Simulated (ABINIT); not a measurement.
Crystal: CuO (Tenorite).

```
Cu O
1.0
     2.34185   -1.71130    0.00000
     2.34185    1.71130    0.00000
    -0.85003    0.00000    5.05787
Cu O
2 2
Direct
  0.50000 0.00000 0.50000
  0.00000 0.50000 0.00000
  0.41840 0.58160 0.75000
  0.58160 0.41840 0.25000
```

Base run:

- Program: ABINIT 10.8.3 (patched build)
- Functional: PBE
- Potentials or basis: SG15 NC PBE v1.2
- Cutoff: 1088 eV
- k mesh: 8 × 8 × 4
- Occupations: fermi-dirac, width 0.05 eV
- Spin: no spin polarisation

Its results: band gap on the k mesh none (metal or under the smearing width); pressure 5.3 GPa; largest force 0.261 eV/Å.

**Question.** The run is repeated on the same cell with these changes: potentials or basis from SG15 NC PBE v1.2 to PseudoDojo NC SR PBE v0.5 standard; cutoff from 1088 eV to 1143 eV. What comes out?

**Answer.** Band gap on the k mesh none (metal or under the smearing width); pressure 4.4 GPa; largest force 0.287 eV/Å.

Caveats: the run has no spin polarisation, though such a crystal can be magnetic; semilocal functionals often make such compounds metallic where correlation or magnetic order opens a gap, which also shifts bond lengths.

Not every run made on this cell is shown here.
